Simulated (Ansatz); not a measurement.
## Te: electron density at the nuclei under pressure

```yaml
crystal:
  lattice:
    - [4.45800, 0.00000, 0.00000]
    - [-2.22900, 3.86074, 0.00000]
    - [0.00000, 0.00000, 5.92500]
  atoms:
    - { symbol: Te, position: [0.74500, 0.00000, 0.33333] }
    - { symbol: Te, position: [0.00000, 0.74500, 0.66667] }
    - { symbol: Te, position: [0.25500, 0.25500, 0.00000] }
```

Atom numbers follow the list: Te1, Te2, Te3.

The cell is COD entry 1531230, as deposited and not checked against the literature; nothing was relaxed.

No spin–orbit coupling, which matters for the heavy atoms here.

Computed with DFT, LDA, all-electron PAW with datasets made for the crystal, scalar-relativistic in Ansatz 0.2.0.

Settings: a Γ-centred 9×9×6 k mesh, Fermi–Dirac smearing of 0.08 eV, cutoff 140 eV (chosen by the program for this cell), no spin polarisation.

The contact density is the mean electron density over the nuclear volume; its changes set Mössbauer isomer shifts. Changes below are taken from the unscaled cell, where it is 1.46281e+06 e/Å³ at Te1.

The datasets are made afresh for each cell, so very small changes are uncertain. Scalar relativity leaves out the p1/2 density at heavy nuclei.

(1) Tabulate the changes with volume.

## Answers

(1) 
```csv
V/V(cell),P (GPa),Δρ(0) Te1 (e/Å³)
0.9400,3.3,-0.65
0.9800,0.8,-0.15
1.0000,-0.3,0.00
1.0100,-0.8,0.10
1.0400,-2.1,0.38
```
